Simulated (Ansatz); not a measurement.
A run of Ansatz 0.2.0 is set up as follows.

input.yaml

```yaml
crystal:
  lattice:
    - [3.335484782, 0.0, 0.0]
    - [-1.667742391, 2.8886145552, 0.0]
    - [0.0, 0.0, 5.50914292]
  atoms:
    - { symbol: In, position: [0.6666666667, 0.3333333333, 0.75] }
    - { symbol: In, position: [0.3333333333, 0.6666666667, 0.25] }
kpoints:
  mp_grid: { grid: [9, 9, 5] }
scf:
  occupations: { method: fermi_dirac, width: 0.05 }
hamiltonian:
  xc: pbesol
  pseudopotentials: { kind: all_electron, lapw: { basis_error: 0.001 } }
output:
  forces: true
  stress: true
relax:
  f_tol: 0.01
  max_steps: 60
  cell: { p_target: 5 }
```

Potentials or basis: all-electron LAPW, scalar-relativistic.

The run is started by

```bash
$ ansatz run input.yaml --threads 1 --pin off --max-ram 3072MiB --backend cpu --events-out ev --progress --plain --runs-dir out
```

What does it give for the relaxed cell?

a = 3.216 Å, b = 3.216 Å, c = 5.228 Å, α = 90.00°, β = 90.00°, γ = 120.00°.

What does it give for the relaxed volume?

23.41 Å³/atom.

Predict the space group after relaxing (to 0.05 Å).

P6_3/mmc (No. 194).

The path:
| step | energy change (eV) | largest force (eV/Å) | volume (Å³) |
| --- | --- | --- | --- |
| 1 | 0.0000 | 0.0000 | 53.08 |
| 2 | 0.0854 | 0.0000 | 45.97 |
| 3 | 0.0477 | 0.0000 | 47.00 |
| 4 | 0.0531 | 0.0000 | 46.82 |
| 5 | 0.0531 | 0.0000 | 46.82 |
